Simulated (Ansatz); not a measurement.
# How far is this SiC from the hull?

Computed with Ansatz 0.2.0, DFT PBE, scalar-relativistic, plane waves, PAW. All cells share a 420 eV cutoff and Γ-centred k meshes spaced at most about 0.3 Å⁻¹ (2π included). No spin polarisation.

Formation energies are uncorrected and refer to the elements' standard structures at the same level.

All energies are static (0 K, no zero-point motion). The reference form of C is held partly by dispersion forces, which this level lacks.

The competitors are the elements and 1 reference phase of this chemical system (from databases or known types: SiC), relaxed at the same level; other known phases may be missing.

The candidate was reached from: 4-connected net, two elements alternating.

```
CELL_PARAMETERS angstrom
3.11917 0.00000 0.00000
0.00000 9.51958 0.00000
0.00000 0.00000 4.61432
ATOMIC_POSITIONS crystal
Si 0.00000 0.65032 0.09224
Si 0.50000 0.84968 0.90776
Si 0.00000 0.00000 0.40355
Si 0.50000 0.15032 0.90776
Si 0.00000 0.34968 0.09224
Si 0.50000 0.50000 0.59645
C 0.50000 0.65076 0.85681
C 0.00000 0.84924 0.14319
C 0.50000 0.00000 0.63864
C 0.00000 0.15076 0.14319
C 0.50000 0.34924 0.85681
C 0.00000 0.50000 0.36136
```

Question: Is it stable, and against what?

Answer: Not the lowest form: another structure of the same formula lies lower. Its formation energy is -0.003 eV/atom. The lowest competing phase at this composition is this:

```json
{"phase": "SiC", "space group": "P6_3mc (No. 186)", "source": "Materials Project", "share of atoms": "1.0000", "ΔE_f (eV/atom)": "-0.204"}
```

The candidate lies 0.20 eV/atom above this phase. The candidate matches no cell in the subsets of the Crystallography Open Database and the Materials Project at hand. The margin is far too high for a likely synthesis.
